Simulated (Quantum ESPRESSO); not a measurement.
Crystal: MgS (Niningerite).

```
S Mg
1.0
     0.00000    2.60165    2.60165
     2.60165    0.00000    2.60165
     2.60165    2.60165    0.00000
S Mg
1 1
Direct
  0.50000 0.50000 0.50000
  0.00000 0.00000 0.00000
```

* Program: Quantum ESPRESSO 7.5
* Task: phonons
* Functional: PBE
* Potentials or basis: SSSP 1.3 efficiency PBE
* Cutoff: 748 eV
* Density cutoff: 5987 eV
* k mesh: 6 × 6 × 6, shifted
* Occupations: fermi-dirac, width 0.05 eV
* Spin: no spin polarisation
* Mixing beta: 0.5
* Most SCF iterations: 120
* SCF threshold: 4e-10 Ry

The cell and the atoms were relaxed first, to 17.80 Å³/atom (a = 3.693 Å, b = 3.693 Å, c = 3.693 Å, α = 60.00°, β = 60.00°, γ = 60.00°), and the response was taken there.

The first run showed a gap, so the response started from a second, tighter run with fixed occupations.

Problem. What is the highest optical frequency at the zone centre, leaving out the macroscopic field of polar modes?

Solution. 225 cm⁻¹, a mode of symmetry T1u (IR). With the field the highest mode lies at 389 cm⁻¹.

Optical modes at Γ, degenerate ones joined, polar ones without the macroscopic field:
| cm⁻¹ | components | symmetry | active in | IR intensity, summed ((D/Å)²/amu) |
| --- | --- | --- | --- | --- |
| 225 | 3 | T1u | IR | 27.06 |

Zone-centre frequencies without and with the macroscopic field along z (cm⁻¹):
```
                optical modes in rising order
       without                    225 225 225
with the field                    225 225 389
```

Born effective charge tensors (e):
atom 1, S
```
-2.32  0.00  0.00
 0.00 -2.32  0.00
 0.00  0.00 -2.32
```
atom 2, Mg
```
2.32 0.00 0.00
0.00 2.32 0.00
0.00 0.00 2.32
```
